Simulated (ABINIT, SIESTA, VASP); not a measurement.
## GaN: programs and potentials compared

```xyz
8
Lattice="3.2115 0.0000 0.0000 -1.6058 2.7813 0.0000 0.0000 0.0000 10.3568" Properties=species:S:1:pos:R:3 pbc="T T T"
Ga    0.0000    0.0000    8.1391
Ga    1.6058    0.9271    0.3868
Ga    0.0000    1.8542    5.5652
Ga    0.0000    0.0000    2.9607
N     0.0000    0.0000    0.9636
N     1.6058    0.9271    3.5601
N     0.0000    0.0000    6.1420
N     0.0000    1.8542    8.7385
```

The cell is a database's computed one, not the measured one.

Alike in all runs: task single point; functional PBE; k mesh 10 × 10 × 3; occupations fermi-dirac, width 0.05 eV; no spin polarisation; no spin-orbit coupling. Pressure is positive in compression and, in plane waves, holds the error of the finite cutoff.

```csv
program and potentials,plane-wave cutoff (eV),notes,pressure (GPa),largest force (eV/Å)
"ABINIT, JTH PAW PBE v2.0",707,-,?,?
"SIESTA, files PseudoDojo sr-pbe-0.4.1-standard, DZP (energy shift 0.003 Ry; two zetas on semicore shells)",-,atomic basis,2.18,0.523
"VASP, PBE PAW files Ga_d, N, 520 eV",520,-,-0.09,0.332
```

Problem. Estimate from the other rows what the run with ABINIT, JTH PAW PBE v2.0 gave.

Solution. Pressure 0.29 GPa; largest force 0.356 eV/Å. The other rows, which needn't bracket it: pressure -0.09 to 2.18; largest force 0.332 to 0.523.
